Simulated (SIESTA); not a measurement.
**Al under changes of volume**

One of the cells (16.935 Å³/atom); the others are scaled copies at fixed shape and fractional positions:

```xyz
1
Lattice="0.0000 2.0382 2.0382 2.0382 0.0000 2.0382 2.0382 2.0382 0.0000" Properties=species:S:1:pos:R:3 pbc="T T T"
Al    0.0000    0.0000    0.0000
```

| Quantity | Value |
| --- | --- |
| Program | SIESTA 5.4.2 |
| Functional | PBE |
| Potentials or basis | PseudoDojo 0.4 standard (PBE files) |
| Basis | DZP (energy shift 0.003 Ry) |
| Grid cutoff | 500 Ry |
| Energy shift | 0.003 Ry |
| k mesh | 11 × 11 × 11 |
| Occupations | fermi-dirac, width 0.05 eV |
| Spin | no spin polarisation |

| volume (Å³/atom) | energy over the lowest point (meV/atom) | pressure (GPa) |
| --- | --- | --- |
| 15.607 | 13.24 | 5.4 |
| 15.939 | 4.50 | 3.2 |
| 16.271 | 0.00 | 1.3 |
| 16.935 | 1.80 | -2.0 |
| 17.267 | ? | ? |
| 17.599 | 15.59 | -4.5 |

Q: What does the run at 17.267 Å³/atom give?

A: Energy over the lowest point 7.41 meV/atom; pressure -3.3 GPa.

Worked out: A Birch-Murnaghan fit of order 3 (a polynomial in V^(-2/3)) to the other rows has its minimum at 16.51 Å³/atom with B0 = V·E''(V) = 83 GPa and B' = 4.7. It gives 7.37 meV/atom at 17.267 Å³/atom, against the run's 7.41, and -dE/dV = -3.4 GPa, against -3.3.

Energies are extrapolated to zero smearing.

Caveats: the basis of atomic orbitals isn't converged, which shifts pressures, moduli and gaps.
